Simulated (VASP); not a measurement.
Y, 3 atoms in the cell. It takes space group P6/mmm (No. 191, hexagonal). Conventional cell: a = 5.476 Å, b = 5.476 Å, c = 3.409 Å, α = 90.00°, β = 90.00°, γ = 120.00°. Y (site symmetry 6/mmm) is surrounded by 14 Y at 3.41 to 3.59 Å. Around Y (site symmetry -6m2) lie 11 Y at 3.16 to 3.59 Å. This isn't the form of Y at room conditions, which is hcp.

* Program: VASP 6.6.1
* Task: single point
* Functional: LDA
* Potentials or basis: VASP PAW LDA potentials, release 64 (Y_sv)
* Cutoff: 520 eV
* k mesh: 9 × 9 × 12
* Occupations: fermi-dirac, width 0.1 eV
* Spin: no spin polarisation
* Dipole correction: no
* Further INCAR settings: ALGO = Fast; EDIFF = 1e-06; NBANDS = 24

Potentials or basis: VASP PAW LDA potentials, release 64 (Y_sv).

Launch:

```sh
$ cat potpaw_LDA.64/Y_sv/POTCAR > POTCAR
$ mpirun -np 1 vasp_std > vasp.out
```

Hardware: 1 thread of Intel(R) Xeon(R) Platinum 8259CL CPU @ 2.50GHz (Skylake/Cascade Lake) (shared host).

**Question.** How long does it take, and how much memory?

**Answer.** Run time: 5.6 min on 1 thread of Intel(R) Xeon(R) Platinum 8259CL CPU @ 2.50GHz (Skylake/Cascade Lake), with other jobs on the host, peak memory 0.29 GiB. Counts: scf iterations 18, k points 84.
